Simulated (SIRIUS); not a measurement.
Ge: equation of state with PBE

Ge:

```xyz
1
Lattice="-1.6084 1.6084 1.8732 1.6084 -1.6084 1.8732 1.6084 1.6084 -1.8732" Properties=species:S:1:pos:R:3 pbc="T T T"
Ge    0.0000    0.0000    1.8732
```

The cell was built by a generator and needn't be a form met in nature.

```yaml
Program: SIRIUS 7.12.0
Task: equation of state
Functional: PBE
Potentials_or_basis: all-electron FP-LAPW
Cutoff: 167 eV
Basis: apw+lo standard
k_mesh: 12 × 12 × 12
Occupations: fermi-dirac, width 0.05 eV
Spin: no spin polarisation
Muffin_tin_radii: Ge 2.4 bohr
Basis_cutoff_gk_cutoff: 3.5 1/bohr
Cutoff_of_density_and_potential_pw_cutoff: 20 1/bohr
lmax_of_the_basis: 10
lmax_of_density_and_potential: 8
Valence_relativity: iora
Core_states: Ge 1s2s2p
Local_orbitals_radial_functions: Ge 14
Smallest_sphere_radius_times_basis_cutoff: 8.4
```

The equilibrium volume is 19.57 Å³/atom. The bulk modulus at fixed shape and positions is 61 GPa and the pressure derivative of the bulk modulus is 3.4 (rough: it moves with the points fitted).

Energy against volume, from the lowest point:
```csv
volume (Å³/atom),energy (meV/atom)
18.221,19.30
18.608,9.27
18.996,3.17
19.384,0.00
19.771,0.09
20.159,2.83
20.547,8.22
```

All runs of the series together: 3.3 min on 1 thread of Arm Neoverse V1, with other jobs on the host.

Caveat: the cell was scaled at fixed shape and fractional positions, which overstates the stiffness of a crystal with free parameters, most of all of layers and chains.
